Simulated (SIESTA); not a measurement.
The system is V.

```xyz
1
Lattice="-1.5144 1.5144 1.5144 1.5144 -1.5144 1.5144 1.5144 1.5144 -1.5144" Properties=species:S:1:pos:R:3 pbc="T T T"
V     0.0000    0.0000    0.0000
```

Base run:

- Program: SIESTA 5.4.2
- Functional: BLYP
- Potentials or basis: PseudoDojo 0.4 standard (PBE files)
- Basis: DZP (energy shift 0.003 Ry; two zetas on semicore shells)
- Grid cutoff: 800 Ry
- Energy shift: 0.003 Ry
- k mesh: 12 × 12 × 12
- Occupations: fermi-dirac, width 0.05 eV
- Spin: collinear spin, ferromagnetic start
- Starting moments: [2.0] μB

Its results: band gap on the k mesh none (metal or under the smearing width); pressure -0.1 GPa; net moment 0.00 μB per cell.

Q: After a change of settings the same cell gave: band gap on the k mesh none (metal or under the smearing width); pressure -2.2 GPa; net moment 0.00 μB per cell. Which change was it?
A. functional from BLYP to PW91
B. functional from BLYP to PBEsol; potentials or basis from PseudoDojo 0.4 standard (PBE files) to PseudoDojo 0.4 standard (PBEsol files)
C. functional from BLYP to LDA; potentials or basis from PseudoDojo 0.4 standard (PBE files) to PseudoDojo 0.4 standard (LDA files)
D. functional from BLYP to revPBE

A: D.

Caveats: the potentials were made for another functional, which shifts forces and pressure; the basis of atomic orbitals isn't converged, which shifts pressures, moduli and gaps.
